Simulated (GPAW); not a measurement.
Zn:

```
CELL_PARAMETERS angstrom
2.67000 0.00000 0.00000
-1.33500 2.31229 0.00000
0.00000 0.00000 4.96600
ATOMIC_POSITIONS crystal
Zn 0.66667 0.33333 0.75000
Zn 0.33333 0.66667 0.25000
```

| Quantity | Value |
| --- | --- |
| Program | GPAW 26.7.0 |
| Task | relaxation of cell and atoms |
| Functional | RPBE |
| Dispersion | D4 |
| Potentials or basis | the program's PAW data sets (release 1.2.1) made for this functional |
| Cutoff | 600 eV |
| Basis | pw |
| k mesh | 8 × 8 × 4 |
| Occupations | fermi-dirac, width 0.05 eV |
| Spin | no spin polarisation |

At the start: pressure -3.8 GPa; volume 15.33 Å³/atom.

**Question.** How do energy, volume and symmetry change on relaxing?

**Answer.** Over 9 steps the energy falls by 46.5 meV/atom and the volume is 14.23 Å³/atom (-7.2 %); space group P6_3/mmc (No. 194, to 0.05 Å).

Step by step:
```
step  energy change (eV)  largest force (eV/Å)  pressure (GPa)  volume (Å³)
   1              0.0000                0.0000           -3.78        30.66
   2             -0.0073                0.0000           -3.38        30.42
   3             -0.0371                0.0001            6.68        26.76
   4             -0.0524                0.0002            1.12        28.28
   5             -0.0601                0.0001            1.65        28.03
   6             -0.0753                0.0001            4.57        27.22
   7             -0.0868                0.0001            1.95        27.91
   8             -0.0922                0.0001            0.65        28.27
   9             -0.0930                0.0001            0.03        28.47
```

Final structure:
```xyz
2
Lattice="2.7041 0.0000 0.0000 -1.3521 2.3418 0.0000 0.0000 0.0000 4.4950" Properties=species:S:1:pos:R:3 pbc="T T T"
Zn    1.3521    0.7806    3.3713
Zn    0.0000    1.5612    1.1237
```

Caveat: later steps reuse the first step's grids; pairwise dispersion overbinds metals, which lowers pressure and volume.
